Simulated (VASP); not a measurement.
# Zn (Pm-3m) in VASP: further runs

The runs below take Zn through band structure, with LDA, PBE.

Program: VASP 6.6.1. These are calculated values, not measurements. Logs are shortened: lines on timing, memory, paths and dates and some standing lists are left out, and cuts for length are marked.

### 1 Starting point

It takes space group Pm-3m (No. 221, cubic). The conventional cell has a = 3.771 Å, b = 3.771 Å, c = 3.771 Å, α = 90.00°, β = 90.00°, γ = 90.00°. Around Zn (site symmetry 4/mmm) lie 8 Zn at 2.67 Å.

The cell was built by a generator and needn't be a form met in nature.

### 2 Band structure, LDA

POSCAR

```
Zn
1.0
    3.7711300000      0.0000000000      0.0000000000
    0.0000000000      3.7711300000      0.0000000000
    0.0000000000      0.0000000000      3.7711300000
Zn
3
Direct
    0.0000000000      0.5000000000      0.5000000000
    0.5000000000      0.0000000000      0.5000000000
    0.5000000000      0.5000000000      0.0000000000
```

INCAR.step1

```
SYSTEM = Zn
PREC = Accurate
ENCUT = 520
EDIFF = 1E-6
ISMEAR = -1
SIGMA = 0.05
LREAL = .FALSE.
LASPH = .TRUE.
NELM = 80
ALGO = Fast
ISIF = 2
LWAVE = .FALSE.
LCHARG = .TRUE.
```

KPOINTS.step1

```
regular mesh
0
G
  7 7 7
  0 0 0
```

INCAR.step2

```
SYSTEM = Zn
PREC = Accurate
ENCUT = 520
EDIFF = 1E-6
ISMEAR = 0
SIGMA = 0.05
LREAL = .FALSE.
LASPH = .TRUE.
NELM = 80
ALGO = Fast
ISIF = 2
LWAVE = .FALSE.
LCHARG = .FALSE.
ICHARG = 11
```

KPOINTS.step2

```
path GXMGRX,MR
10
line-mode
reciprocal
 0.0000000000  0.0000000000  0.0000000000  G
 0.0000000000  0.5000000000  0.0000000000  X

 0.0000000000  0.5000000000  0.0000000000  X
 0.5000000000  0.5000000000  0.0000000000  M

 0.5000000000  0.5000000000  0.0000000000  M
 0.0000000000  0.0000000000  0.0000000000  G

 0.0000000000  0.0000000000  0.0000000000  G
 0.5000000000  0.5000000000  0.5000000000  R

 0.5000000000  0.5000000000  0.5000000000  R
 0.0000000000  0.5000000000  0.0000000000  X

 0.5000000000  0.5000000000  0.0000000000  M
 0.5000000000  0.5000000000  0.5000000000  R
```

Potentials or basis: VASP PAW LDA potentials, release 64 (Zn).

Started as:

```sh
$ cat potpaw_LDA.64/Zn/POTCAR > POTCAR
$ cp INCAR.step1 INCAR
$ cp KPOINTS.step1 KPOINTS
$ mpirun -np 1 vasp_std > vasp.out
$ cp INCAR.step2 INCAR
$ cp KPOINTS.step2 KPOINTS
$ mpirun -np 1 vasp_std > vasp.out
```

OUTCAR:

```text
SYSTEM = Zn
   PREC = Accurate
   ENCUT = 520
   EDIFF = 1E-6
   ISMEAR = 0
   LREAL = .FALSE.
   LASPH = .TRUE.
   NELM = 80
   ISIF = 2
   ICHARG = 11

 ion  position               nearest neighbor table
   1  0.000  0.500  0.500-   2 2.67   3 2.67   3 2.67   2 2.67   2 2.67   3 2.67   3 2.67   2 2.67

   2  0.500  0.000  0.500-   1 2.67   3 2.67   3 2.67   1 2.67   3 2.67   3 2.67   1 2.67   1 2.67

   3  0.500  0.500  0.000-   1 2.67   2 2.67   1 2.67   2 2.67   2 2.67   2 2.67   1 2.67   1 2.67

  LATTYP: Found a simple cubic cell.
 ALAT       =     3.7711300000

  Lattice vectors:

 A1 = (   3.7711300000,   0.0000000000,   0.0000000000)
 A2 = (   0.0000000000,   3.7711300000,   0.0000000000)
 A3 = (   0.0000000000,   0.0000000000,   3.7711300000)

Analysis of symmetry for initial positions (statically):
=====================================================================
 Subroutine PRICEL returns:
 Original cell was already a primitive cell.

 Routine SETGRP: Setting up the symmetry group for a
 simple cubic supercell.

 Subroutine GETGRP returns: Found 48 space group operations
 (whereof 48 operations were pure point group operations)
 out of a pool of 48 trial point group operations.

The static configuration has the point symmetry O_h .

Analysis of symmetry for dynamics (positions and initial velocities):
=====================================================================
 Subroutine PRICEL returns:
 Original cell was already a primitive cell.

 Routine SETGRP: Setting up the symmetry group for a
 simple cubic supercell.

 Subroutine GETGRP returns: Found 48 space group operations
 (whereof 48 operations were pure point group operations)
 out of a pool of 48 trial point group operations.

The dynamic configuration has the point symmetry O_h .

 Subroutine INISYM returns: Found 48 space group operations
 (whereof 48 operations are pure point group operations),
 and found     1 'primitive' translations

----------------------------------------------------------------------------------------

                                     Primitive cell

  volume of cell :      53.6308

  direct lattice vectors                    reciprocal lattice vectors
     3.771130000  0.000000000  0.000000000     0.265172508  0.000000000  0.000000000
     0.000000000  3.771130000  0.000000000     0.000000000  0.265172508  0.000000000
     0.000000000  0.000000000  3.771130000     0.000000000  0.000000000  0.265172508

  length of vectors
     3.771130000  3.771130000  3.771130000     0.265172508  0.265172508  0.265172508

  position of ions in fractional coordinates (direct lattice)
     0.000000000  0.500000000  0.500000000
     0.500000000  0.000000000  0.500000000
     0.500000000  0.500000000  0.000000000

  ion indices of the primitive-cell ions
   primitive index   ion index
                 1           1
                 2           2
                 3           3

----------------------------------------------------------------------------------------

 KPOINTS: path GXMGRX,MR

Interpolating k-points between supplied coordinates.

 Line segments in fractional coordinates (reciprocal lattice):
    0.000000  0.000000  0.000000  ...  0.000000  0.500000  0.000000
    0.000000  0.500000  0.000000  ...  0.500000  0.500000  0.000000
    0.500000  0.500000  0.000000  ...  0.000000  0.000000  0.000000
    0.000000  0.000000  0.000000  ...  0.500000  0.500000  0.500000
    0.500000  0.500000  0.500000  ...  0.000000  0.500000  0.000000
    0.500000  0.500000  0.000000  ...  0.500000  0.500000  0.500000

 Generated    10 points on each line segment, for a total of     60 k-points:

 Following reciprocal coordinates:
            Coordinates               Weight
  0.000000  0.000000  0.000000      0.016667
  0.000000  0.055556  0.000000      0.016667
  0.000000  0.111111  0.000000      0.016667
  0.000000  0.166667  0.000000      0.016667
  0.000000  0.222222  0.000000      0.016667
  0.000000  0.277778  0.000000      0.016667
[... 16 lines left out ...]
  0.388889  0.388889  0.000000      0.016667
  0.333333  0.333333  0.000000      0.016667
 [... further k-points ...]
   k-points           NKPTS =     60   k-points in BZ     NKDIM =     60   number of bands    NBANDS=     22
   number of dos      NEDOS =    301   number of ions     NIONS =      3
   total plane-waves  NPLWV =  21952
   dimension x,y,z NGX =    28 NGY =   28 NGZ =   28
   dimension x,y,z NGXF=    56 NGYF=   56 NGZF=   56
   ions per type =               3
   NGX,Y,Z   is equivalent  to a cutoff of  12.34, 12.34, 12.34 a.u.
   NGXF,Y,Z  is equivalent  to a cutoff of  24.69, 24.69, 24.69 a.u.
 SYSTEM =  Zn
   PREC   = accura    normal or accurate (medium, high low for compatibility)
   ISTART =      0    job   : 0-new  1-cont  2-samecut
   ICHARG =     11    charge: 1-file 2-atom 10-const
   ISPIN  =      1    spin polarized calculation?
   LNONCOLLINEAR =      F non collinear calculations
   LSORBIT =      F    spin-orbit coupling
   LASPH  =      T    aspherical Exc in radial PAW
   ENCUT  =  520.0 eV  38.22 Ry    6.18 a.u.   7.01  7.01  7.01*2*pi/ulx,y,z
   NELM   =     80;   NELMIN=  2; NELMDL=  0     # of ELM steps
   EDIFF  = 0.1E-05   stopping-criterion for ELM
   LREAL  =      F    real-space projection
   EDIFFG = 0.1E-04   stopping-criterion for IOM
   NSW    =      0    number of steps for IOM
   IBRION =     -1    ionic relax: 0-MD 1-quasi-New 2-CG
   NFREE  =      0    steps in history (QN), initial steepest desc. (CG)
   ISIF   =      2    stress and relaxation
   ISYM   =      2    0-nonsym 1-usesym 2-fastsym
   POTIM  = 0.5000    time-step for ionic-motion
   TEBEG  =    0.0;   TEEND  =   0.0 temperature during run
   PSTRESS=    0.0 pullay stress
   NELECT =      36.0000    total number of electrons
   NUPDOWN=      -1.0000    fix difference up-down
   EMIN   =  10.00;   EMAX   =-10.00  energy-range for DOS
   EFERMI =   0.00;   METHOD = LEGACY
   ISMEAR =     0;   SIGMA  =   0.05  broadening in eV -4-tet -1-fermi 0-gaus
   EFERMI_NEDOS =   21; number of points for ismear=-14 and -15
   IALGO  =     68    algorithm
   IMIX   =      4    mixing-type and parameters
     AMIX     =   0.40;   BMIX     =  1.00
     AMIX_MAG =   1.60;   BMIX_MAG =  1.00
  volume/ion in A,a.u.               =      17.88       120.64
  Fermi-wavevector in a.u.,A,eV,Ry     =   1.433411  2.708755 27.955455  2.054668
  Thomas-Fermi vector in A             =   2.552932
   LORBIT       =      0    0 simple, 1 ext, 2 COOP (PROOUT), +10 PAW based schemes
   GGA     = CA    functional components
   LHFCALC =     F    Hartree Fock is set to
   AEXX    =    0.0000 exact exchange contribution
   IVDW    =     0    specifies the selected vdW correction
   LEPSILON=     F    determine dielectric tensor
   LRPA    =     F    only Hartree local field effects (RPA)
 non-spin polarized calculation
 RMM-DIIS sequential band-by-band and
 Gauss-broadening in eV      SIGMA  =   0.05
  energy-cutoff  :      520.00
  volume of cell :       53.63
 maximum number of plane-waves:      1472

 number of electron      36.0000072 magnetization

 Free energy of the ion-electron system (eV)
  ---------------------------------------------------
  ext. energy  EPLUGINS =         0.00000000
  ---------------------------------------------------
  free energy    TOTEN  =        -3.85002083 eV

  energy without entropy =       -3.84853950  energy(sigma->0) =       -3.84928017

 E-fermi :   1.1331     XC(G=0): -10.9146

 val. band max:        1.1245327010   @ k =   0.1111   0.1111   0.0000
 cond. band min:       1.2495890051   @ k =   0.1667   0.1667   0.1667
 fundamental gap:      0.1250563040
 Fermi energy:         1.1330681031

 k-point     1 :       0.0000    0.0000    0.0000
  band No.  band energies     occupation
      1      -7.9511      2.00000
      2      -6.4804      2.00000
      3      -6.4804      2.00000
      4      -6.4804      2.00000
      5      -6.4772      2.00000
      6      -6.2503      2.00000
[... 14 lines left out ...]
     21       4.6310      0.00000
     22       7.4696      0.00000

 k-point     2 :       0.0000    0.0556    0.0000
  band No.  band energies     occupation
      1      -7.9223      2.00000
      2      -6.4781      2.00000
      3      -6.4736      2.00000
      4      -6.4736      2.00000
      5      -6.4655      2.00000
      6      -6.2482      2.00000
[... 14 lines left out ...]
     21       5.0106      0.00000
     22       7.5953      0.00000

 k-point     3 :       0.0000    0.1111    0.0000
  band No.  band energies     occupation
      1      -7.8373      2.00000
      2      -6.4713      2.00000
      3      -6.4530      2.00000
      4      -6.4530      2.00000
      5      -6.4310      2.00000
      6      -6.2408      2.00000
[... 14 lines left out ...]
     21       5.6742      0.00000
     22       8.0247      0.00000

 k-point     4 :       0.0000    0.1667    0.0000
  band No.  band energies     occupation
      1      -7.7006      2.00000
      2      -6.4608      2.00000
      3      -6.4190      2.00000
      4      -6.4190      2.00000
      5      -6.3780      2.00000
      6      -6.2222      2.00000
[... 14 lines left out ...]
     21       6.2119      0.00000
     22       8.8290      0.00000

 k-point     5 :       0.0000    0.2222    0.0000
  band No.  band energies     occupation
      1      -7.5217      2.00000
      2      -6.4474      2.00000
      3      -6.3717      2.00000
      4      -6.3717      2.00000
      5      -6.3236      2.00000
      6      -6.1718      2.00000
[... 417 lines left out ...]
 k-point    22 :       0.4444    0.4444    0.0000
  band No.  band energies     occupation
      1      -6.3013      2.00000
      2      -6.2321      2.00000
      3      -6.1935      2.00000
      4      -6.0534      2.00000
      5      -5.9490      2.00000
      6      -5.8916      2.00000
[... 14 lines left out ...]
     21       8.2212      0.00000
     22       8.4185      0.00000

 k-point    23 :       0.3889    0.3889    0.0000
  band No.  band energies     occupation
      1      -6.4107      2.00000
      2      -6.2406      2.00000
      3      -6.1382      2.00000
      4      -6.1112      2.00000
      5      -5.9797      2.00000
      6      -5.9278      2.00000
[... 14 lines left out ...]
     21       7.8544      0.00000
     22       8.4298      0.00000

 k-point    24 :       0.3333    0.3333    0.0000
  band No.  band energies     occupation
      1      -6.5934      2.00000
      2      -6.2972      2.00000
      3      -6.1782      2.00000
      4      -6.0836      2.00000
      5      -6.0345      2.00000
      6      -5.9330      2.00000
[... 14 lines left out ...]
     21       7.2438      0.00000
     22       8.7723      0.00000

 [... further k-points ...]

------------------------ aborting loop because EDIFF is reached ----------------------------------------

  FORCE on cell =-STRESS in cart. coord.  units (eV):
  Direction    XX          YY          ZZ          XY          YZ          ZX
  --------------------------------------------------------------------------------------
  -------------------------------------------------------------------------------------
  Total        1.5279457      1.5279457      1.5279457     -0.0000000     -0.0000000     -0.0000000
  in kB       45.6461338     45.6461338     45.6461338     -0.0000000     -0.0000000     -0.0000000
  external PRESSURE =      45.6461338 kB  Pullay stress =       0.0000000 kB

 VOLUME and BASIS-vectors are now :
 -----------------------------------------------------------------------------
  energy-cutoff  :      520.00
  volume of cell :       53.63
      direct lattice vectors                 reciprocal lattice vectors
     3.771130000  0.000000000  0.000000000     0.265172508  0.000000000  0.000000000
     0.000000000  3.771130000  0.000000000     0.000000000  0.265172508  0.000000000
     0.000000000  0.000000000  3.771130000     0.000000000  0.000000000  0.265172508

 POSITION                                       TOTAL-FORCE (eV/Angst)
 -----------------------------------------------------------------------------------
      0.00000      1.88556      1.88556         0.000000      0.000000      0.000000
      1.88556      0.00000      1.88556         0.000000      0.000000      0.000000
      1.88556      1.88556      0.00000         0.000000      0.000000      0.000000
 -----------------------------------------------------------------------------------
    total drift:                                0.000000      0.000000      0.000000

  FREE ENERGIE OF THE ION-ELECTRON SYSTEM (eV)
  ---------------------------------------------------
  free  energy   TOTEN  =        -3.8500208317 eV

  energy  without entropy=       -3.8485394985  energy(sigma->0) =       -3.84928017
```

Run time: 52 s. Hardware: 1 thread of AMD EPYC 7R43 (Zen 3), shared host; peak memory 0.13 GiB.

Results:

| Quantity | Value |
| --- | --- |
| Band gap along the path | none (metal or under the smearing width) |

Levels at the corners of the path, in eV from the Fermi level:
```csv
point,band 14,band 15,band 16,band 17,band 18,band 19,band 20,band 21,band 22
Γ,-6.63,-6.63,-6.63,0.83,0.83,0.83,3.11,3.11,5.95
X,-6.89,-6.63,-6.39,-5.61,3.13,3.13,4.81,5.57,5.57
X,-6.89,-6.63,-6.39,-5.61,3.13,3.13,4.81,5.57,5.57
M,-7.05,-6.97,-4.75,-3.16,-3.16,-1.47,6.18,6.63,6.63
M,-7.05,-6.97,-4.75,-3.16,-3.16,-1.47,6.18,6.63,6.63
Γ,-6.63,-6.63,-6.63,0.83,0.83,0.83,3.11,3.11,5.95
Γ,-6.63,-6.63,-6.63,0.83,0.83,0.83,3.11,3.11,5.95
R,-6.71,-6.71,-2.85,-0.61,-0.61,-0.61,-0.53,-0.53,-0.53
R,-6.71,-6.71,-2.85,-0.61,-0.61,-0.61,-0.53,-0.53,-0.53
X,-6.89,-6.63,-6.39,-5.61,3.13,3.13,4.81,5.57,5.57
M,-7.05,-6.97,-4.75,-3.16,-3.16,-1.47,6.18,6.63,6.63
R,-6.71,-6.71,-2.85,-0.61,-0.61,-0.61,-0.53,-0.53,-0.53
```

Caveat: the log is that of the step along the path at fixed density, whose energy, stress, charges and moments have no meaning.

### 3 Band structure, PBE

POSCAR is that of step 2.

INCAR.step1: that of step 2 with these lines changed.

```diff
@@ -13 +13,2 @@
 LCHARG = .TRUE.
+GGA = PE
```

KPOINTS.step1 is that of step 2.

INCAR.step2: that of step 2 with these lines changed.

```diff
@@ -13,2 +13,3 @@
 LCHARG = .FALSE.
+GGA = PE
 ICHARG = 11
```

KPOINTS.step2 is that of step 2.

Potentials or basis: VASP PAW PBE potentials, release 64 (Zn).

Started as:

```sh
$ cat potpaw_PBE.64/Zn/POTCAR > POTCAR
$ cp INCAR.step1 INCAR
$ cp KPOINTS.step1 KPOINTS
$ mpirun -np 1 vasp_std > vasp.out
$ cp INCAR.step2 INCAR
$ cp KPOINTS.step2 KPOINTS
$ mpirun -np 1 vasp_std > vasp.out
```

Wall time 57 s (1 thread of AMD EPYC 7R43 (Zen 3), shared host); peak memory 0.14 GiB.

The run converged. Its results:

- Band gap along the path: none (metal or under the smearing width)

Levels at the corners of the path, in eV from the Fermi level:
| point | band 16 | band 17 | band 18 | band 19 | band 20 | band 21 |
| --- | --- | --- | --- | --- | --- | --- |
| Γ | -6.59 | 0.83 | 0.83 | 0.83 | 3.15 | 3.15 |
| X | -6.38 | -5.62 | 3.14 | 3.14 | 4.92 | 5.56 |
| X | -6.38 | -5.62 | 3.14 | 3.14 | 4.92 | 5.56 |
| M | -4.75 | -3.15 | -3.15 | -1.51 | 6.18 | 6.64 |
| M | -4.75 | -3.15 | -3.15 | -1.51 | 6.18 | 6.64 |
| Γ | -6.59 | 0.83 | 0.83 | 0.83 | 3.15 | 3.15 |
| Γ | -6.59 | 0.83 | 0.83 | 0.83 | 3.15 | 3.15 |
| R | -2.90 | -0.56 | -0.56 | -0.56 | -0.56 | -0.56 |
| R | -2.90 | -0.56 | -0.56 | -0.56 | -0.56 | -0.56 |
| X | -6.38 | -5.62 | 3.14 | 3.14 | 4.92 | 5.56 |
| M | -4.75 | -3.15 | -3.15 | -1.51 | 6.18 | 6.64 |
| R | -2.90 | -0.56 | -0.56 | -0.56 | -0.56 | -0.56 |

Caveat: the log is that of the step along the path at fixed density, whose energy, stress, charges and moments have no meaning.
